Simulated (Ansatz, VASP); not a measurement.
# Ti: VASP beside Ansatz

```
CELL_PARAMETERS angstrom
-1.62775 1.62775 1.62775
1.62775 -1.62775 1.62775
1.62775 1.62775 -1.62775
ATOMIC_POSITIONS crystal
Ti 0.00000 0.00000 0.00000
```

Alike in both runs: task relaxation of cell and atoms; functional PBEsol; k mesh 18 × 18 × 18; occupations gaussian, width 0.1 eV; no spin polarisation.

```csv
,VASP,Ansatz
version,VASP 6.6.1,Ansatz 0.2.0
potentials or method,"VASP PAW PBE potentials, release 64 (Ti_sv)","scalar-relativistic, plane waves, PAW"
plane-wave cutoff (eV),600,420
valence electrons in the cell,12,12
```

|  | VASP | Ansatz | Ansatz less VASP |
| --- | --- | --- | --- |
| gap on the k mesh at the Fermi level, each at its own relaxed structure (eV) | none | none | - |
| relaxed volume (Å³/atom) | 16.50 | 16.54 | +0.042 |
| relaxed cell length with the largest relative difference (Å) | 2.778 | 2.780 | +0.0023 |
| energy change over the relaxation (meV/atom) | -11 | -10 | +1.2 |

A gap of «none» marks a metal or a gap that the smearing closes.

Caveats: the PAW data sets were made with another functional, which shifts forces and pressure a little (VASP).
